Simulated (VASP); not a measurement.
# BN: convergence, self-consistent run

BN, Imm2 (no. 44), 2 atoms in the cell. R2SCAN; PAW potentials N, B (PBE set). VASP 6.6.1. The cell is changed on purpose: last atom moved by 0.08 Å along z, cell strained by +1.5% along z.

Wanted: energy within 10 meV/atom; forces within 0.05 eV/Å.

What the run is for: forces; Accuracy asked: screening.

POSCAR:
```
BN
1.0
    0.0000000000      1.8130010000      1.8401960150
    1.8130010000      0.0000000000      1.8401960150
    1.8130010000      1.8130010000      0.0000000000
N B
1 1
Direct
    0.2500000000      0.2500000000      0.2500000000
    0.0220628700      0.0220628700     -0.0220628700
```

The series start from Plane-wave cutoff (eV): 520; k-point mesh: 10 × 10 × 10; Precision mode (PREC): Accurate; Electronic threshold (eV): 1e-6; Bands in all (NBANDS): 14; Aspherical gradient terms in the spheres (LASPH): yes; Electronic algorithm: ALGO=Normal; Density mixing: defaults; Kinetic-energy density mixed (LMIXTAU): LMIXTAU=True. Each series keeps the choices made before it, and each single choice may use up half of a tolerance.

## Plane-wave cutoff (eV)

| Plane-wave cutoff (eV) | Energy less reference (meV/atom) | Forces, largest deviation (eV/Å) | SCF iterations | Time (s) |
|---|---|---|---|---|
| 320 | 32 | 0.052 | 19 | 24 |
| 400 | 11 | 0.013 | 19 | 38 |
| 460 | 2 | 0.006 | 18 | 36 |
| 520 | 1 | 0.001 | 18 | 47 |
| 600 | 0 | 0.002 | 17 | 63 |
| 700 | 0 | 0.001 | 17 | 72 |
| 840 (reference) | 0 | 0.000 | 17 | 71 |

Chosen: 460, the loosest value from which every tighter one stays within half of the tolerance.

## k-point mesh

| k-point mesh | Energy less reference (meV/atom) | Forces, largest deviation (eV/Å) | SCF iterations | Time (s) |
|---|---|---|---|---|
| 3 × 3 × 3 | 189 | 0.046 | 19 | 4.2 |
| 4 × 4 × 4 | 37 | 0.014 | 19 | 6.4 |
| 5 × 5 × 5 | 8 | 0.004 | 19 | 9.3 |
| 7 × 7 × 7 | 0 | 0.000 | 18 | 16 |
| 8 × 8 × 8 | 0 | 0.000 | 19 | 24 |
| 10 × 10 × 10 | 0 | 0.000 | 18 | 36 |
| 13 × 13 × 13 | 0 | 0.000 | 18 | 76 |
| 16 × 16 × 16 | 0 | 0.000 | 18 | 124 |
| 20 × 20 × 20 (reference) | 0 | 0.000 | 18 | 231 |

Chosen: 7 × 7 × 7.

## Precision mode (PREC)

| Precision mode (PREC) | Energy less reference (meV/atom) | Forces, largest deviation (eV/Å) | SCF iterations | Time (s) |
|---|---|---|---|---|
| Low | -1 | 0.000 | 19 | 7.9 |
| SingleN | 0 | 0.003 | 17 | 7.3 |
| Normal | 0 | 0.000 | 19 | 8.2 |
| Accurate (reference) | 0 | 0.000 | 18 | 16 |

Chosen: Low.

## Electronic threshold (eV)

| Electronic threshold (eV) | Energy less reference (meV/atom) | Forces, largest deviation (eV/Å) | SCF iterations | Time (s) |
|---|---|---|---|---|
| 0.001 | 0 | 0.000 | 13 | 6.0 |
| 0.0001 | 0 | 0.000 | 14 | 6.4 |
| 1e-5 | 0 | 0.000 | 16 | 7.2 |
| 1e-6 | 0 | 0.000 | 19 | 7.9 |
| 1e-7 (reference) | 0 | 0.000 | 20 | 8.9 |

Chosen: 0.001.

## Bands in all (NBANDS)

| Bands in all (NBANDS) | Energy less reference (meV/atom) | Forces, largest deviation (eV/Å) | SCF iterations | Time (s) |
|---|---|---|---|---|
| 5 | 0 | 0.001 | 13 | 3.0 |
| 6 | 0 | 0.001 | 13 | 3.3 |
| 8 | 0 | 0.000 | 13 | 4.1 |
| 10 | 0 | 0.000 | 13 | 5.1 |
| 14 | 0 | 0.000 | 13 | 6.0 |
| 24 (reference) | 0 | 0.000 | 13 | 9.7 |

Chosen: 5.

## Aspherical gradient terms in the spheres (LASPH)

| Aspherical gradient terms in the spheres (LASPH) | Energy less reference (meV/atom) | Forces, largest deviation (eV/Å) | SCF iterations | Time (s) |
|---|---|---|---|---|
| no | 0 | 0.019 | 13 | 2.2 |
| yes (reference) | 0 | 0.000 | 13 | 3.0 |

Chosen: no.

## Electronic algorithm

| Electronic algorithm | Energy less reference (meV/atom) | Forces, largest deviation (eV/Å) | SCF iterations | Time (s) |
|---|---|---|---|---|
| ALGO=Normal | 0 | 0.000 | 13 | 2.2 |
| ALGO=Fast | -1 | 0.014 | 11 | 2.3 |
| ALGO=VeryFast | 0 | 0.001 | 20 | 4.4 |
| ALGO=All ISEARCH=1 | 0 | 0.003 | 10 | 2.2 |
| ALGO=All ISEARCH=0 | 0 | 0.003 | 10 | 2.1 |
| ALGO=Damped TIME=0.4 | 0 | 0.001 | 14 | 2.4 |
| ALGO=Damped TIME=0.1 | 1 | 0.009 | 18 | 3.0 |

Chosen: ALGO=Normal; no other choice that stays within half of the tolerance saves 30 % of the time.

## Density mixing

| Density mixing | Energy less reference (meV/atom) | Forces, largest deviation (eV/Å) | SCF iterations | Time (s) |
|---|---|---|---|---|
| defaults | 0 | 0.000 | 13 | 2.2 |
| BMIX=0.5 | 0 | 0.002 | 13 | 2.2 |
| AMIN=0.01 | 0 | 0.000 | 13 | 2.2 |
| AMIX=0.8 | 0 | 0.004 | 15 | 2.5 |
| BMIX=0.0001 | 0 | 0.015 | 10 | 2.0 |
| AMIX=0.1 | 0 | 0.012 | 12 | 2.2 |
| WC=0 | 0 | 0.004 | 11 | 2.1 |

Chosen: defaults.

## Kinetic-energy density mixed (LMIXTAU)

| Kinetic-energy density mixed (LMIXTAU) | Energy less reference (meV/atom) | Forces, largest deviation (eV/Å) | SCF iterations | Time (s) |
|---|---|---|---|---|
| LMIXTAU=True | 0 | 0.000 | 13 | 2.2 |
| LMIXTAU=False | 0 | 0.001 | 9 | 1.8 |

Chosen: LMIXTAU=False; it saves 0.4 s of 2.2, so LMIXTAU=True would do nearly as well.

## All choices together

| Input | Energy less reference (meV/atom) | Forces, largest deviation (eV/Å) | Time (s) |
|---|---|---|---|
| the program's defaults (naive) | 13 | 0.034 | 2.2 |
| chosen settings | 2 | 0.024 | 1.8 |
| reference settings throughout | 0 | 0.000 | 798 |

The tolerance is met.

Values of the reference run: Forces: 0, 0, 1.801, 0, 0, -1.801 eV/Å.

## The input

INCAR:
```
SYSTEM = BN
ALGO = Normal
EDIFF = 0.001
EFERMI = MIDGAP
ENCUT = 460
GGA_COMPAT = .FALSE.
ISIF = 2
ISMEAR = 0
KPAR = 2
LASPH = .FALSE.
LCHARG = .FALSE.
LMIXTAU = .FALSE.
LREAL = .FALSE.
LWAVE = .FALSE.
METAGGA = R2SCAN
NBANDS = 5
NELM = 120
PREC = Low
SIGMA = 0.03
```

KPOINTS:
```
Automatic mesh
0
Gamma
  7 7 7
  0 0 0
```

Commands:
```
cat potpaw_PBE.64/N/POTCAR potpaw_PBE.64/B/POTCAR > POTCAR
mpirun -np 2 vasp_std > vasp.out
```

The chosen input took VASP 6.6.1 1.8 s on 2 cores (AMD EPYC 9R45 (Zen 5)), a shared host.

## An input that fails: mixing far too strong

The electronic loop stops at its limit of 69 steps.

Changes against the starting input:
```
- NELM = 120
+ NELM = 69
+ IMIX = 1
+ AMIX = 1.5
+ BMIX = 0.0001
```
